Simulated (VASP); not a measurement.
# Pd (Im-3m) in VASP: further runs

The runs below take Pd through single point, with PBE.

Everything below comes from runs of VASP 6.6.1. Logs are shortened: lines on timing, memory, paths and dates and some standing lists are left out, and cuts for length are marked.

### Step 1. The structure

The structure is cubic, space group Im-3m (No. 229). Conventional cell: a = 3.145 Å, b = 3.145 Å, c = 3.145 Å, α = 90.00°, β = 90.00°, γ = 90.00°. Around Pd (site symmetry m-3m) lie 8 Pd at 2.72 Å.

This isn't the form of Pd at room conditions, which is fcc.

### Step 2. Single point, PBE

The input, INCAR:

```
SYSTEM = Pd
PREC = Accurate ; ENCUT = 650
EDIFF = 1E-6 ; ISMEAR = 0
SIGMA = 0.1 ; LREAL = .FALSE.
LASPH = .TRUE. ; NELM = 100
ALGO = Normal ; ISIF = 2
LWAVE = .FALSE. ; LCHARG = .FALSE.
GGA = PE ; ADDGRID = .FALSE.
```

The input, KPOINTS:

```
Automatic mesh
0
G
  9 9 9
  0 0 0
```

The input, POSCAR:

```
Pd
1.0
   -1.5722810000      1.5722810000      1.5722810000
    1.5722810000     -1.5722810000      1.5722810000
    1.5722810000      1.5722810000     -1.5722810000
Pd
1
Direct
    0.0000000000      0.0000000000      0.0000000000
```

Potentials or basis: VASP PAW PBE potentials, release 64 (Pd).

The run is started by

```
$ cat potpaw_PBE.64/Pd/POTCAR > POTCAR
$ mpirun -np 1 vasp_std > vasp.out
```

OUTCAR:

```text
SYSTEM = Pd
   PREC = Accurate
   ENCUT = 650
   EDIFF = 1E-6
   ISMEAR = 0
   LREAL = .FALSE.
   LASPH = .TRUE.
   NELM = 100
   ISIF = 2
   GGA = PE

 Found     35 irreducible k-points:

 Following reciprocal coordinates:
            Coordinates               Weight
  0.000000  0.000000  0.000000      1.000000
  0.111111  0.000000  0.000000     12.000000
  0.222222  0.000000  0.000000     12.000000
  0.333333  0.000000  0.000000     12.000000
  0.444444  0.000000  0.000000     12.000000
  0.111111  0.111111  0.000000     24.000000
   k-points           NKPTS =     35   k-points in BZ     NKDIM =     35   number of bands    NBANDS=      9
   number of dos      NEDOS =    301   number of ions     NIONS =      1
   total plane-waves  NPLWV =  13824
   dimension x,y,z NGX =    24 NGY =   24 NGZ =   24
   dimension x,y,z NGXF=    48 NGYF=   48 NGZF=   48
   ions per type =               1
   NGX,Y,Z   is equivalent  to a cutoff of  14.65, 14.65, 14.65 a.u.
   NGXF,Y,Z  is equivalent  to a cutoff of  29.30, 29.30, 29.30 a.u.
 SYSTEM =  Pd
   PREC   = accura    normal or accurate (medium, high low for compatibility)
   ISTART =      0    job   : 0-new  1-cont  2-samecut
   ICHARG =      2    charge: 1-file 2-atom 10-const
   ISPIN  =      1    spin polarized calculation?
   LNONCOLLINEAR =      F non collinear calculations
   LSORBIT =      F    spin-orbit coupling
   LASPH  =      T    aspherical Exc in radial PAW
   ENCUT  =  650.0 eV  47.77 Ry    6.91 a.u.   5.66  5.66  5.66*2*pi/ulx,y,z
   NELM   =    100;   NELMIN=  2; NELMDL= -5     # of ELM steps
   EDIFF  = 0.1E-05   stopping-criterion for ELM
   LREAL  =      F    real-space projection
   EDIFFG = 0.1E-04   stopping-criterion for IOM
   NSW    =      0    number of steps for IOM
   IBRION =     -1    ionic relax: 0-MD 1-quasi-New 2-CG
   NFREE  =      0    steps in history (QN), initial steepest desc. (CG)
   ISIF   =      2    stress and relaxation
   ISYM   =      2    0-nonsym 1-usesym 2-fastsym
   POTIM  = 0.5000    time-step for ionic-motion
   TEBEG  =    0.0;   TEEND  =   0.0 temperature during run
   PSTRESS=    0.0 pullay stress
   NELECT =      10.0000    total number of electrons
   NUPDOWN=      -1.0000    fix difference up-down
   EMIN   =  10.00;   EMAX   =-10.00  energy-range for DOS
   EFERMI =   0.00;   METHOD = LEGACY
   ISMEAR =     0;   SIGMA  =   0.10  broadening in eV -4-tet -1-fermi 0-gaus
   EFERMI_NEDOS =   21; number of points for ismear=-14 and -15
   IALGO  =     38    algorithm
   IMIX   =      4    mixing-type and parameters
     AMIX     =   0.40;   BMIX     =  1.00
     AMIX_MAG =   1.60;   BMIX_MAG =  1.00
  volume/ion in A,a.u.               =      15.55       104.92
  Fermi-wavevector in a.u.,A,eV,Ry     =   1.413160  2.670485 27.171123  1.997021
  Thomas-Fermi vector in A             =   2.534834
   LORBIT       =      0    0 simple, 1 ext, 2 COOP (PROOUT), +10 PAW based schemes
   GGA     = PE    functional components
   LHFCALC =     F    Hartree Fock is set to
   AEXX    =    0.0000 exact exchange contribution
   IVDW    =     0    specifies the selected vdW correction
   LEPSILON=     F    determine dielectric tensor
   LRPA    =     F    only Hartree local field effects (RPA)
 non-spin polarized calculation
 Gauss-broadening in eV      SIGMA  =   0.10
  energy-cutoff  :      650.00
  volume of cell :       15.55
 maximum number of plane-waves:       603
   NGX = 11   NGY = 11   NGZ = 11

 number of electron      10.0000002 magnetization

 Free energy of the ion-electron system (eV)
  ---------------------------------------------------
  ext. energy  EPLUGINS =         0.00000000
  ---------------------------------------------------
  free energy    TOTEN  =        -5.18627294 eV

  energy without entropy =       -5.18202377  energy(sigma->0) =       -5.18414836

 E-fermi :   8.9136     XC(G=0): -12.8536

 val. band max:        8.9061681461   @ k =  -0.4444  -0.4444   0.3333
 cond. band min:       9.0081216768   @ k =  -0.4444  -0.4444   0.2222
 fundamental gap:      0.1019535307
 Fermi energy:         8.9136168086

 k-point     1 :       0.0000    0.0000    0.0000
  band No.  band energies     occupation
      1       2.1888      2.00000
      2       6.1934      2.00000
      3       6.1934      2.00000
      4       6.1934      2.00000
      5       8.0320      2.00000
      6       8.0320      2.00000
      7      28.1927      0.00000
      8      28.1927      0.00000
      9      28.1927      0.00000

 k-point     2 :       0.1111    0.0000    0.0000
  band No.  band energies     occupation
      1       2.6318      2.00000
      2       6.0507      2.00000
      3       6.1985      2.00000
      4       6.5026      2.00000
      5       7.8817      2.00000
      6       8.0438      2.00000
      7      27.7023      0.00000
      8      28.1497      0.00000
      9      28.7016      0.00000

 k-point     3 :       0.2222    0.0000    0.0000
  band No.  band energies     occupation
      1       3.6884      2.00000
      2       5.7065      2.00000
      3       6.3176      2.00000
      4       7.3525      2.00000
      5       7.7275      2.00000
      6       8.0885      2.00000
      7      24.9814      0.00000
      8      26.9953      0.00000
      9      30.0034      0.00000

 k-point     4 :       0.3333    0.0000    0.0000
  band No.  band energies     occupation
      1       4.1837      2.00000
      2       5.3412      2.00000
      3       7.5396      2.00000
      4       7.8849      2.00000
      5       8.1668      2.00000
      6       8.4751      2.00000
      7      20.7757      0.00000
      8      25.1955      0.00000
      9      28.5556      0.00000

 k-point     5 :       0.4444    0.0000    0.0000
  band No.  band energies     occupation
      1       4.0469      2.00000
      2       5.1157      2.00000
      3       7.9376      2.00000
      4       8.2351      2.00000
      5       9.3408      0.00000
      6       9.8962      0.00000
      7      17.1441      0.00000
      8      24.0894      0.00000
      9      26.5582      0.00000

 k-point     6 :       0.1111    0.1111    0.0000
  band No.  band energies     occupation
      1       3.4214      2.00000
      2       5.9152      2.00000
      3       6.0119      2.00000
      4       7.1874      2.00000
      5       7.6816      2.00000
      6       8.1233      2.00000
      7      26.5317      0.00000
      8      27.1257      0.00000
      9      29.2805      0.00000

 [... further k-points ...]

------------------------ aborting loop because EDIFF is reached ----------------------------------------

  FORCE on cell =-STRESS in cart. coord.  units (eV):
  Direction    XX          YY          ZZ          XY          YZ          ZX
  --------------------------------------------------------------------------------------
  -------------------------------------------------------------------------------------
  Total       -0.1620793     -0.1620793     -0.1620793     -0.0000000     -0.0000000      0.0000000
  in kB      -16.7027420    -16.7027420    -16.7027420     -0.0000000     -0.0000000      0.0000000
  external PRESSURE =     -16.7027420 kB  Pullay stress =       0.0000000 kB

 VOLUME and BASIS-vectors are now :
 -----------------------------------------------------------------------------
  energy-cutoff  :      650.00
  volume of cell :       15.55
      direct lattice vectors                 reciprocal lattice vectors
    -1.572281000  1.572281000  1.572281000     0.000000000  0.318009313  0.318009313
     1.572281000 -1.572281000  1.572281000     0.318009313  0.000000000  0.318009313
     1.572281000  1.572281000 -1.572281000     0.318009313  0.318009313  0.000000000

 POSITION                                       TOTAL-FORCE (eV/Angst)
 -----------------------------------------------------------------------------------
      0.00000      0.00000      0.00000         0.000000      0.000000      0.000000
 -----------------------------------------------------------------------------------
    total drift:                               -0.000000      0.000000     -0.000000

  FREE ENERGIE OF THE ION-ELECTRON SYSTEM (eV)
  ---------------------------------------------------
  free  energy   TOTEN  =        -5.1862729356 eV

  energy  without entropy=       -5.1820237748  energy(sigma->0) =       -5.18414836
```

Run time: 9.4 s. Hardware: 1 thread of Intel Xeon Platinum 8375C at 2.90GHz (Ice Lake), shared host; peak memory 0.14 GiB.

The run converged, but some of its settings lie outside the range that counts as converged, so its numbers aren't taken as properties of the crystal.

What came out:

| Item | Value |
| --- | --- |
| Free energy | -5.1863 eV |
| Pressure | -1.7 GPa |
| Band gap on the k mesh | none (metal or under the smearing width) |

### Step 3. Single point, PBE

INCAR is that of step 2.

KPOINTS is that of step 2.

The input, POSCAR:

```
Pd
1.0
   -1.5345420000      1.5703810000      1.5719130000
    1.5565800000     -1.5514420000      1.5750130000
    1.5718420000      1.5887420000     -1.5529740000
Pd
1
Direct
    0.0275280000      0.0634310000      0.0341390000
```

Potentials or basis: VASP PAW PBE potentials, release 64 (Pd).

The run is started by

```
$ cat potpaw_PBE.64/Pd/POTCAR > POTCAR
$ mpirun -np 1 vasp_std > vasp.out
```

OUTCAR:

```text
SYSTEM = Pd
   PREC = Accurate
   ENCUT = 650
   EDIFF = 1E-6
   ISMEAR = 0
   LREAL = .FALSE.
   LASPH = .TRUE.
   NELM = 100
   ISIF = 2
   GGA = PE

 Found    365 irreducible k-points:

 Following reciprocal coordinates:
            Coordinates               Weight
  0.000000  0.000000  0.000000      1.000000
  0.111111  0.000000  0.000000      2.000000
  0.222222  0.000000  0.000000      2.000000
  0.333333  0.000000  0.000000      2.000000
  0.444444  0.000000  0.000000      2.000000
  0.000000  0.111111  0.000000      2.000000
   k-points           NKPTS =    365   k-points in BZ     NKDIM =    365   number of bands    NBANDS=      9
   number of dos      NEDOS =    301   number of ions     NIONS =      1
   total plane-waves  NPLWV =  13824
   dimension x,y,z NGX =    24 NGY =   24 NGZ =   24
   dimension x,y,z NGXF=    48 NGYF=   48 NGZF=   48
   ions per type =               1
   NGX,Y,Z   is equivalent  to a cutoff of  14.78, 14.76, 14.66 a.u.
   NGXF,Y,Z  is equivalent  to a cutoff of  29.55, 29.51, 29.32 a.u.
 SYSTEM =  Pd
   PREC   = accura    normal or accurate (medium, high low for compatibility)
   ISTART =      0    job   : 0-new  1-cont  2-samecut
   ICHARG =      2    charge: 1-file 2-atom 10-const
   ISPIN  =      1    spin polarized calculation?
   LNONCOLLINEAR =      F non collinear calculations
   LSORBIT =      F    spin-orbit coupling
   LASPH  =      T    aspherical Exc in radial PAW
   ENCUT  =  650.0 eV  47.77 Ry    6.91 a.u.   5.61  5.62  5.66*2*pi/ulx,y,z
   NELM   =    100;   NELMIN=  2; NELMDL= -5     # of ELM steps
   EDIFF  = 0.1E-05   stopping-criterion for ELM
   LREAL  =      F    real-space projection
   EDIFFG = 0.1E-04   stopping-criterion for IOM
   NSW    =      0    number of steps for IOM
   IBRION =     -1    ionic relax: 0-MD 1-quasi-New 2-CG
   NFREE  =      0    steps in history (QN), initial steepest desc. (CG)
   ISIF   =      2    stress and relaxation
   ISYM   =      2    0-nonsym 1-usesym 2-fastsym
   POTIM  = 0.5000    time-step for ionic-motion
   TEBEG  =    0.0;   TEEND  =   0.0 temperature during run
   PSTRESS=    0.0 pullay stress
   NELECT =      10.0000    total number of electrons
   NUPDOWN=      -1.0000    fix difference up-down
   EMIN   =  10.00;   EMAX   =-10.00  energy-range for DOS
   EFERMI =   0.00;   METHOD = LEGACY
   ISMEAR =     0;   SIGMA  =   0.10  broadening in eV -4-tet -1-fermi 0-gaus
   EFERMI_NEDOS =   21; number of points for ismear=-14 and -15
   IALGO  =     38    algorithm
   IMIX   =      4    mixing-type and parameters
     AMIX     =   0.40;   BMIX     =  1.00
     AMIX_MAG =   1.60;   BMIX_MAG =  1.00
  volume/ion in A,a.u.               =      15.55       104.92
  Fermi-wavevector in a.u.,A,eV,Ry     =   1.413160  2.670485 27.171118  1.997021
  Thomas-Fermi vector in A             =   2.534834
   LORBIT       =      0    0 simple, 1 ext, 2 COOP (PROOUT), +10 PAW based schemes
   GGA     = PE    functional components
   LHFCALC =     F    Hartree Fock is set to
   AEXX    =    0.0000 exact exchange contribution
   IVDW    =     0    specifies the selected vdW correction
   LEPSILON=     F    determine dielectric tensor
   LRPA    =     F    only Hartree local field effects (RPA)
 non-spin polarized calculation
 Gauss-broadening in eV      SIGMA  =   0.10
  energy-cutoff  :      650.00
  volume of cell :       15.55
 maximum number of plane-waves:       603
   NGX = 11   NGY = 11   NGZ = 11

 number of electron      10.0000000 magnetization

 Free energy of the ion-electron system (eV)
  ---------------------------------------------------
  ext. energy  EPLUGINS =         0.00000000
  ---------------------------------------------------
  free energy    TOTEN  =        -5.18298717 eV

  energy without entropy =       -5.17901523  energy(sigma->0) =       -5.18100120

 E-fermi :   8.9131     XC(G=0): -12.8528

 val. band max:        8.8960655893   @ k =  -0.4444   0.4444   0.4444
 cond. band min:       8.9172717794   @ k =   0.4444  -0.4444   0.4444
 fundamental gap:      0.0212061900
 Fermi energy:         8.9131420023

 k-point     1 :       0.0000    0.0000    0.0000
  band No.  band energies     occupation
      1       2.1894      2.00000
      2       6.0425      2.00000
      3       6.1381      2.00000
      4       6.3882      2.00000
      5       8.0084      2.00000
      6       8.0700      2.00000
      7      27.9469      0.00000
      8      28.0919      0.00000
      9      28.5288      0.00000

 k-point     2 :       0.1111    0.0000    0.0000
  band No.  band energies     occupation
      1       2.6236      2.00000
      2       5.9945      2.00000
      3       6.1212      2.00000
      4       6.6202      2.00000
      5       7.8733      2.00000
      6       8.0781      2.00000
      7      27.4939      0.00000
      8      28.0897      0.00000
      9      28.8991      0.00000

 k-point     3 :       0.2222    0.0000    0.0000
  band No.  band energies     occupation
      1       3.6591      2.00000
      2       5.6786      2.00000
      3       6.2701      2.00000
      4       7.4051      2.00000
      5       7.7347      2.00000
      6       8.1177      2.00000
      7      24.7045      0.00000
      8      27.0347      0.00000
      9      30.1153      0.00000

 k-point     4 :       0.3333    0.0000    0.0000
  band No.  band energies     occupation
      1       4.1612      2.00000
      2       5.3329      2.00000
      3       7.4919      2.00000
      4       7.8677      2.00000
      5       8.1901      2.00000
      6       8.4816      2.00000
      7      20.5292      0.00000
      8      25.3023      0.00000
      9      28.7364      0.00000

 k-point     5 :       0.4444    0.0000    0.0000
  band No.  band energies     occupation
      1       4.0443      2.00000
      2       5.1179      2.00000
      3       7.9242      2.00000
      4       8.2548      2.00000
      5       9.3055      0.00000
      6       9.7934      0.00000
      7      16.9509      0.00000
      8      24.2287      0.00000
      9      26.7871      0.00000

 k-point     6 :       0.0000    0.1111    0.0000
  band No.  band energies     occupation
      1       2.6270      2.00000
      2       5.9448      2.00000
      3       6.1753      2.00000
      4       6.6026      2.00000
      5       7.9280      2.00000
      6       8.0382      2.00000
      7      27.5762      0.00000
      8      28.1281      0.00000
      9      28.7540      0.00000

 [... further k-points ...]

------------------------ aborting loop because EDIFF is reached ----------------------------------------

  FORCE on cell =-STRESS in cart. coord.  units (eV):
  Direction    XX          YY          ZZ          XY          YZ          ZX
  --------------------------------------------------------------------------------------
  -------------------------------------------------------------------------------------
  Total       -0.1498977     -0.1466509     -0.1456024     -0.1812115     -0.0823651     -0.0984200
  in kB      -15.4473839    -15.1127937    -15.0047435    -18.6743649     -8.4879534    -10.1424635
  external PRESSURE =     -15.1883070 kB  Pullay stress =       0.0000000 kB

 VOLUME and BASIS-vectors are now :
 -----------------------------------------------------------------------------
  energy-cutoff  :      650.00
  volume of cell :       15.55
      direct lattice vectors                 reciprocal lattice vectors
    -1.534542000  1.570381000  1.571913000    -0.005977961  0.314720194  0.315918219
     1.556580000 -1.551442000  1.575013000     0.317494029 -0.005640589  0.315580949
     1.571842000  1.588742000 -1.552974000     0.315948875  0.312837667 -0.004095334

 POSITION                                       TOTAL-FORCE (eV/Angst)
 -----------------------------------------------------------------------------------
      0.11015     -0.00094      0.09016         0.000000      0.000000      0.000000
 -----------------------------------------------------------------------------------
    total drift:                                0.000000     -0.000002      0.000005

  FREE ENERGIE OF THE ION-ELECTRON SYSTEM (eV)
  ---------------------------------------------------
  free  energy   TOTEN  =        -5.1829871725 eV

  energy  without entropy=       -5.1790152270  energy(sigma->0) =       -5.18100120
```

It took 39 s on 1 thread of Intel Xeon Platinum 8375C at 2.90GHz (Ice Lake), shared host; peak memory 0.2 GiB.

These settings aren't checked as converged: the numbers below hold their error.

Results:

```
Free energy            : -5.1830 eV
Pressure               : -1.5 GPa
Band gap on the k mesh : none (metal or under the smearing width)
```

[end of part 1 of 2]
